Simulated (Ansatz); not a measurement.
The system is PbSe.

```
Pb Se
1.0
     3.78432    0.00000    0.00000
     0.00000    3.78432    0.00000
     0.00000    0.00000    3.78432
Pb Se
1 1
Direct
  0.00000 0.00000 0.00000
  0.50000 0.50000 0.50000
```

Measurements of this composition are mostly on another form, of space group No. 225.

Base run:

- Program: Ansatz 0.2.0
- Functional: HSE06 form with a typed share of exact exchange
- Potentials or basis: Ansatz PAW
- Cutoff: 420 eV (not typed: the program's choice for these potentials)
- k mesh: 4 × 4 × 4
- Occupations: fermi-dirac, width 0.05 eV
- Spin: no spin polarisation

Its results: band gap on the k mesh 0.26 eV, indirect (least direct gap 1.30 eV); pressure -1.7 GPa.

The run is repeated on the same cell with these changes: share of exact exchange from 0.5 to 0.2. What comes out?

Band gap on the k mesh none (metal or under the smearing width); pressure -0.7 GPa.

Caveats: some runs use coarse meshes; the PAW data sets come from PBE, with cores solved anew for the run's functional, which leaves a small shift of forces and pressure; the thresholds are loose for stress; spin-orbit coupling is left out, which as a rule narrows the gap of such compounds by several tenths of an eV (some runs).

A k mesh can miss the band edges.
